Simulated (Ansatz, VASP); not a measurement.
**Si in VASP and in Ansatz**

```
Si
1.0
     0.00000    2.73988    2.73988
     2.73988    0.00000    2.73988
     2.73988    2.73988    0.00000
Si
2
Cartesian
  2.7399 2.7399 2.7399
  4.1098 4.1098 4.1098
```

Change from the starting cell: volume scaled by 1.02.

Alike in both runs: task single point; functional PBE exchange alone; k mesh 6 × 6 × 6; occupations fermi-dirac, width 0.1 eV; non-collinear spin, spin-orbit coupling.

|  | VASP | Ansatz |
| --- | --- | --- |
| version | VASP 6.6.1 | Ansatz 0.2.0 |
| potentials or method | VASP PAW PBE potentials, release 64 (Si), cutoff 520 eV | all-electron LAPW, relativistic spinors |

Ansatz gave:

* gap on the k mesh at the Fermi level (eV): 0.95
* least direct gap on the mesh (eV): 2.61
* pressure (GPa): 8.2
* net moment per atom (μB): 0.00

Which values does VASP return?

gap on the k mesh at the Fermi level (eV): 0.96; least direct gap on the mesh (eV): 2.63; pressure (GPa): 8.3; net moment per atom (μB): 0.00.

Ansatz ran all-electron here, so the differences hold the error of VASP's frozen core and of both bases.
